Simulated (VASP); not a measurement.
# Cs in VASP: notebook, part 2 of 2

VASP 6.6.1.

### 4 Single point, PBE

Input file INCAR:

```
PREC = Accurate
ENCUT = 900
EDIFF = 1E-6
ISMEAR = 1
SIGMA = 0.15
LREAL = False
LASPH = True
NELM = 100
ALGO = Normal
ISIF = 2
LWAVE = False
LCHARG = False
GGA = PE
NBANDS = 10
ADDGRID = False
```

Input file KPOINTS:

```
regular mesh
0
Gamma
  5 5 5
```

Input file POSCAR:

```
Cs
1.0
   -2.6528630000      2.7200140000      3.9488130000
    2.8833600000     -2.6988260000      4.0893020000
    2.7318000000      2.7777640000     -3.9345920000
Cs
1
Direct
    0.0073440000      0.0133040000      0.0001460000
```

Potentials or basis: VASP PAW PBE potentials, release 64 (Cs_sv).

On the command line:

```bash
> cat potpaw_PBE.64/Cs_sv/POTCAR > POTCAR
> mpirun -np 1 vasp_std > vasp.out
```

OUTCAR:

```text
PREC = Accurate
   ENCUT = 900
   EDIFF = 1E-6
   ISMEAR = 1
   LREAL = False
   LASPH = True
   NELM = 100
   ISIF = 2
   GGA = PE

 Found     63 irreducible k-points:

 Following reciprocal coordinates:
            Coordinates               Weight
  0.000000  0.000000  0.000000      1.000000
  0.200000 -0.000000  0.000000      2.000000
  0.400000 -0.000000  0.000000      2.000000
  0.000000  0.200000  0.000000      2.000000
  0.200000  0.200000  0.000000      2.000000
  0.400000  0.200000  0.000000      2.000000
   k-points           NKPTS =     63   k-points in BZ     NKDIM =     63   number of bands    NBANDS=     10
   number of dos      NEDOS =    301   number of ions     NIONS =      1
   total plane-waves  NPLWV = 163296
   dimension x,y,z NGX =    54 NGY =   56 NGZ =   54
   dimension x,y,z NGXF=   108 NGYF=  112 NGZF=  108
   ions per type =               1
   NGX,Y,Z   is equivalent  to a cutoff of  16.38, 16.38, 16.21 a.u.
   NGXF,Y,Z  is equivalent  to a cutoff of  32.76, 32.75, 32.43 a.u.
 SYSTEM =  unknown system
   PREC   = accura    normal or accurate (medium, high low for compatibility)
   ISTART =      0    job   : 0-new  1-cont  2-samecut
   ICHARG =      2    charge: 1-file 2-atom 10-const
   ISPIN  =      1    spin polarized calculation?
   LNONCOLLINEAR =      F non collinear calculations
   LSORBIT =      F    spin-orbit coupling
   LASPH  =      T    aspherical Exc in radial PAW
   ENCUT  =  900.0 eV  66.15 Ry    8.13 a.u.  13.40 13.91 13.54*2*pi/ulx,y,z
   NELM   =    100;   NELMIN=  2; NELMDL= -5     # of ELM steps
   EDIFF  = 0.1E-05   stopping-criterion for ELM
   LREAL  =      F    real-space projection
   EDIFFG = 0.1E-04   stopping-criterion for IOM
   NSW    =      0    number of steps for IOM
   IBRION =     -1    ionic relax: 0-MD 1-quasi-New 2-CG
   NFREE  =      0    steps in history (QN), initial steepest desc. (CG)
   ISIF   =      2    stress and relaxation
   ISYM   =      2    0-nonsym 1-usesym 2-fastsym
   POTIM  = 0.5000    time-step for ionic-motion
   TEBEG  =    0.0;   TEEND  =   0.0 temperature during run
   PSTRESS=    0.0 pullay stress
   NELECT =       9.0000    total number of electrons
   NUPDOWN=      -1.0000    fix difference up-down
   EMIN   =  10.00;   EMAX   =-10.00  energy-range for DOS
   EFERMI =   0.00;   METHOD = LEGACY
   ISMEAR =     1;   SIGMA  =   0.15  broadening in eV -4-tet -1-fermi 0-gaus
   EFERMI_NEDOS =   21; number of points for ismear=-14 and -15
   IALGO  =     38    algorithm
   IMIX   =      4    mixing-type and parameters
     AMIX     =   0.40;   BMIX     =  1.00
     AMIX_MAG =   1.60;   BMIX_MAG =  1.00
  volume/ion in A,a.u.               =     123.95       836.44
  Fermi-wavevector in a.u.,A,eV,Ry     =   0.682981  1.290648  6.346621  0.466464
  Thomas-Fermi vector in A             =   1.762213
   LORBIT       =      0    0 simple, 1 ext, 2 COOP (PROOUT), +10 PAW based schemes
   GGA     = PE    functional components
   LHFCALC =     F    Hartree Fock is set to
   AEXX    =    0.0000 exact exchange contribution
   IVDW    =     0    specifies the selected vdW correction
   LEPSILON=     F    determine dielectric tensor
   LRPA    =     F    only Hartree local field effects (RPA)
 non-spin polarized calculation
 Methfessel and Paxton  Order N= 1 SIGMA  =   0.15
  energy-cutoff  :      900.00
  volume of cell :      123.95
 maximum number of plane-waves:      7642
 NGX is ok and might be reduce to    54

 number of electron       9.0000000 magnetization

 Free energy of the ion-electron system (eV)
  ---------------------------------------------------
  ext. energy  EPLUGINS =         0.00000000
  ---------------------------------------------------
  free energy    TOTEN  =        -0.86893969 eV

  energy without entropy =       -0.87050227  energy(sigma->0) =       -0.86946055

 E-fermi :   0.3358     XC(G=0):  -5.2231

 val. band max:        0.2858655016   @ k =   0.0000   0.0000   0.4000
 cond. band min:       0.3543172512   @ k =  -0.4000   0.4000  -0.0000
 fundamental gap:      0.0684517496
 Fermi energy:         0.3357517544

 k-point     1 :       0.0000    0.0000    0.0000
  band No.  band energies     occupation
      1     -23.6322      2.00000
      2     -10.3883      2.00000
      3     -10.3838      2.00000
      4     -10.3830      2.00000
      5      -1.3299      2.00000
      6       2.4852     -0.00000
      7       2.7442     -0.00000
      8       2.7971     -0.00000
      9       3.6036      0.00000
     10       3.7879      0.00000

 k-point     2 :       0.2000   -0.0000    0.0000
  band No.  band energies     occupation
      1     -23.6307      2.00000
      2     -10.4226      2.00000
      3     -10.3911      2.00000
      4     -10.3903      2.00000
      5      -0.9493      2.00000
      6       2.1095     -0.00000
      7       2.6653     -0.00000
      8       2.8779     -0.00000
      9       3.4942      0.00000
     10       3.5450      0.00000

 k-point     3 :       0.4000   -0.0000    0.0000
  band No.  band energies     occupation
      1     -23.6281      2.00000
      2     -10.4838      2.00000
      3     -10.4023      2.00000
      4     -10.3951      2.00000
      5      -0.0292      2.00311
      6       1.2605     -0.00000
      7       2.5074     -0.00000
      8       2.6605     -0.00000
      9       3.9882      0.00000
     10       4.2668      0.00000

 k-point     4 :       0.0000    0.2000    0.0000
  band No.  band energies     occupation
      1     -23.6311      2.00000
      2     -10.4203      2.00000
      3     -10.3882      2.00000
      4     -10.3860      2.00000
      5      -0.9805      2.00000
      6       1.9698     -0.00000
      7       2.7879     -0.00000
      8       2.8438     -0.00000
      9       3.5856      0.00000
     10       3.6691      0.00000

 k-point     5 :       0.2000    0.2000    0.0000
  band No.  band energies     occupation
      1     -23.6294      2.00000
      2     -10.4389      2.00000
      3     -10.4157      2.00000
      4     -10.3947      2.00000
      5      -0.4359      2.00000
      6       1.7770     -0.00000
      7       2.1479     -0.00000
      8       3.0374     -0.00000
      9       3.2763     -0.00000
     10       4.1944      0.00000

 k-point     6 :       0.4000    0.2000    0.0000
  band No.  band energies     occupation
      1     -23.6273      2.00000
      2     -10.4803      2.00000
      3     -10.4198      2.00000
      4     -10.4079      2.00000
      5       0.5083     -0.06903
      6       1.1005     -0.00000
      7       1.9573     -0.00000
      8       2.8750     -0.00000
      9       3.6675      0.00000
     10       4.1912      0.00000

 [... further k-points ...]

------------------------ aborting loop because EDIFF is reached ----------------------------------------

  FORCE on cell =-STRESS in cart. coord.  units (eV):
  Direction    XX          YY          ZZ          XY          YZ          ZX
  --------------------------------------------------------------------------------------
  -------------------------------------------------------------------------------------
  Total       -0.1296634     -0.0562632     -0.0986043     -0.0019373     -0.0035478     -0.0890404
  in kB       -1.6760517     -0.7272676     -1.2745761     -0.0250421     -0.0458599     -1.1509515
  external PRESSURE =      -1.2259652 kB  Pullay stress =       0.0000000 kB

 VOLUME and BASIS-vectors are now :
 -----------------------------------------------------------------------------
  energy-cutoff  :      900.00
  volume of cell :      123.95
      direct lattice vectors                 reciprocal lattice vectors
    -2.652863000  2.720014000  3.948813000    -0.005972949  0.181656419  0.124099719
     2.883360000 -2.698826000  4.089302000     0.174839185 -0.002819191  0.119401107
     2.731800000  2.777764000 -3.934592000     0.175719406  0.179382947 -0.005511685

 POSITION                                       TOTAL-FORCE (eV/Angst)
 -----------------------------------------------------------------------------------
      0.01928     -0.01552      0.08283         0.000000      0.000000      0.000000
 -----------------------------------------------------------------------------------
    total drift:                                0.000000      0.000001     -0.000000

  FREE ENERGIE OF THE ION-ELECTRON SYSTEM (eV)
  ---------------------------------------------------
  free  energy   TOTEN  =        -0.8689396894 eV

  energy  without entropy=       -0.8705022716  energy(sigma->0) =       -0.86946055
```

OSZICAR:

```text
N       E                     dE             d eps       ncg     rms          rms(c)
DAV:   1     0.640694998354E+02    0.64069E+02   -0.37051E+03  1260   0.936E+02
DAV:   2     0.588455246197E+01   -0.58185E+02   -0.56195E+02  1760   0.120E+02
DAV:   3    -0.754495722389E+00   -0.66390E+01   -0.66339E+01  1456   0.488E+01
DAV:   4    -0.866396037526E+00   -0.11190E+00   -0.11188E+00  1656   0.739E+00
DAV:   5    -0.866999202733E+00   -0.60317E-03   -0.60313E-03  1740   0.499E-01    0.132E-01
DAV:   6    -0.867740074134E+00   -0.74087E-03   -0.13125E-03  1646   0.176E-01    0.934E-02
DAV:   7    -0.868866458100E+00   -0.11264E-02   -0.37755E-03  1404   0.314E-01    0.353E-02
DAV:   8    -0.868937366444E+00   -0.70908E-04   -0.11938E-04  1486   0.704E-02    0.540E-03
DAV:   9    -0.868940177823E+00   -0.28114E-05   -0.70811E-06  1846   0.133E-02    0.400E-03
DAV:  10    -0.868939689395E+00    0.48843E-06   -0.19261E-06  1466   0.623E-03
   1 F= -.86893969E+00 E0= -.86946055E+00  d E =0.156258E-02
```

It took 83 s on 1 thread of Intel Xeon Platinum 8488C (Sapphire Rapids), shared host; peak memory 0.45 GiB.

These settings aren't checked as converged: the numbers below hold their error.

Results:

```
Free energy            : -0.8689 eV
Pressure               : -0.1 GPa
Band gap on the k mesh : none (metal or under the smearing width)
```

### 5 For comparison

An earlier run on the cell as given: functional PBE; potentials or basis VASP PAW PBE potentials, release 64 (Cs_sv); cutoff 520 eV; k mesh 7 × 7 × 7; occupations fermi-dirac, width 0.05 eV; no spin polarisation.

- Pressure: -0.1 GPa
- Band gap on the k mesh: none (metal or under the smearing width)
